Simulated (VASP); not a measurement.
# TiS2: band structure with LDA

TiS2:

```
CELL_PARAMETERS angstrom
3.35846 0.00000 0.00000
-1.67923 2.90851 0.00000
0.00000 0.00000 5.52309
ATOMIC_POSITIONS crystal
Ti 0.00000 0.00000 0.00000
S 0.33333 0.66667 0.25877
S 0.66667 0.33333 0.74123
```

| Property | Result |
| --- | --- |
| Program | VASP 6.6.1 |
| Task | band structure |
| Functional | LDA |
| Potentials or basis | VASP PAW LDA potentials, release 64 (Ti_sv, S) |
| Cutoff | 520 eV |
| k mesh | 12 × 12 × 7 |
| Occupations | methfessel-paxton, width 0.1 eV |
| Spin | no spin polarisation |
| Further INCAR settings | ALGO = Fast; EDIFF = 1e-06 |

```yaml
Pressure: -3.5 GPa
Largest_force: 0.276 eV/Å
Band_gap_along_the_path: none (metal or under the smearing width)
```

Forces on the atoms (eV/Å):
```
Ti   0.000  0.000  0.000
S    0.000  0.000 -0.276
S    0.000  0.000  0.276
```

Stress tensor (GPa, compression positive):
```
-3.69  0.00  0.00
 0.00 -3.69  0.00
 0.00  0.00 -3.17
```

Levels at the corners of the path, in eV from the Fermi level:
```csv
point,band 8,band 9,band 10,band 11,band 12,band 13,band 14,band 15,band 16
Γ,-2.74,-2.74,0.22,0.22,0.22,0.51,0.51,0.82,3.51
M,-3.76,-3.04,-2.88,-2.60,-1.60,0.16,1.63,2.08,3.78
M,-3.76,-3.04,-2.88,-2.60,-1.60,0.16,1.63,2.08,3.78
K,-4.27,-4.27,-2.75,-2.75,-2.31,1.25,1.91,1.91,3.07
K,-4.27,-4.27,-2.75,-2.75,-2.31,1.25,1.91,1.91,3.07
Γ,-2.74,-2.74,0.22,0.22,0.22,0.51,0.51,0.82,3.51
Γ,-2.74,-2.74,0.22,0.22,0.22,0.51,0.51,0.82,3.51
A,-2.75,-2.67,-2.67,-0.04,-0.04,0.49,0.49,1.57,3.95
A,-2.75,-2.67,-2.67,-0.04,-0.04,0.49,0.49,1.57,3.95
L,-4.79,-2.91,-2.87,-1.11,-1.10,-0.18,1.63,2.04,3.40
L,-4.79,-2.91,-2.87,-1.11,-1.10,-0.18,1.63,2.04,3.40
H,-4.62,-3.84,-3.29,-2.19,-2.19,1.27,1.46,1.46,3.93
H,-4.62,-3.84,-3.29,-2.19,-2.19,1.27,1.46,1.46,3.93
A,-2.75,-2.67,-2.67,-0.04,-0.04,0.49,0.49,1.57,3.95
L,-4.79,-2.91,-2.87,-1.11,-1.10,-0.18,1.63,2.04,3.40
M,-3.76,-3.04,-2.88,-2.60,-1.60,0.16,1.63,2.08,3.78
K,-4.27,-4.27,-2.75,-2.75,-2.31,1.25,1.91,1.91,3.07
H,-4.62,-3.84,-3.29,-2.19,-2.19,1.27,1.46,1.46,3.93
```

Wall time 2.4 min on 1 thread of Intel(R) Xeon(R) 6975P-C (Granite Rapids), on a shared host, peak memory 0.28 GiB.
